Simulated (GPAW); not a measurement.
Runs of GPAW 26.7.0 on ZrO2. Symmetry: Fm-3m, No. 225, cubic system. Conventional cell: a = 5.090 Å, b = 5.090 Å, c = 5.090 Å, α = 90.00°, β = 90.00°, γ = 90.00°. Around Zr (site symmetry m-3m) lie 8 O at 2.20 Å. Around O (site symmetry -43m) lie 4 Zr at 2.20 Å. Measurements of this composition are mostly on another form, of space group No. 14.

```tsv
task	level	potentials or basis	spin	cell	k mesh	smearing	band path	band points	spin axis theta (degrees)	spin axis phi (degrees)	soc after scf	gap on the mesh (eV)	pressure (GPa)	V0 of scaled cells (Å³/atom)	B0 (GPa)
equation of state	PBEsol	PAW data sets generated in the run's folder for this functional, pw	off	as given	7 × 7 × 7	fermi-dirac 0.05 eV	-	-	-	-	-	-	-	10.75	255
equation of state	PBEsol+D3(BJ)	PAW data sets generated in the run's folder for this functional, pw	off	as given	7 × 7 × 7	fermi-dirac 0.05 eV	-	-	-	-	-	-	-	(b)	264
band structure	BP86	PAW data sets generated in the run's folder for this functional, pw	SOC, no magnetisation	as given	7 × 7 × 7	fermi-dirac 0.05 eV	GXWKGLUWLK,UX	80	0	0	second variation	(c)	(a)	-	-
single point	RPBE	the program's PAW data sets (release 1.2.1) made for this functional, pw	off	the cell as VASP's run set it	9 × 9 × 9	gaussian 0.05 eV	-	-	-	-	-	3.45	6.9	-	-
band structure	vdW-DF2	GPAW PAW data sets (gpaw-data 1.2.1), pw	SOC, no magnetisation	as given	7 × 7 × 7	fermi-dirac 0.05 eV	GXWKGLUWLK,UX	80	0	0	second variation	3.57	-	-	-
equation of state	AM05	PAW data sets generated in the run's folder for this functional, pw	off	as given	7 × 7 × 7	fermi-dirac 0.05 eV	-	-	-	-	-	-	-	10.75	253
```

Alike in all rows: cutoff (eV) 800.

Question: Fill in the values left out.

Answer: (a) 1.4; (b) 10.59; (c) 3.44.

Caveats: spin-orbit coupling was added after a scalar SCF, so levels and gaps hold it while energy, forces, pressure and moments don't (some runs); this program's spin-orbit splittings come out too wide for heavy elements (some runs); the mesh misses the band edges, which the band path finds closer together (some runs); an odd mesh through Γ misses points on the zone boundary, where band edges often lie (some runs); the PAW data sets were made with another functional, which shifts forces and pressure a little (some runs).

A k mesh can miss the band edges, and rows without SOC leave out spin-orbit coupling on Zr.

Runs at the PBE level aren't shown here.
